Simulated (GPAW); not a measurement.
The system is ZnO (zincite).

```xyz
4
Lattice="3.2493 0.0000 0.0000 -1.6247 2.8140 0.0000 0.0000 0.0000 5.2057" Properties=species:S:1:pos:R:3 pbc="T T T"
Zn    1.6247    0.9380    0.0000
Zn    0.0000    1.8760    2.6029
O     0.0000    1.8760    4.5759
O     1.6247    0.9380    1.9730
```

Base run:

```yaml
Program: GPAW 26.7.0
Functional: MS2
Potentials_or_basis: GPAW PAW data sets (gpaw-data 1.2.1)
Cutoff: 800 eV
Basis: pw
k_mesh: 6 × 6 × 3
Occupations: fermi-dirac, width 0.05 eV
Spin: no spin polarisation
```

Its results: band gap on the k mesh 0.73 eV, direct; largest force 0.076 eV/Å.

Q: The run is repeated on the same cell with these changes: functional from MS2 to BEEF-vdW. What comes out?

A: Band gap on the k mesh 1.07 eV, direct; largest force 0.087 eV/Å.

Caveats: the PAW data sets were made with another functional, which shifts forces and pressure a little.
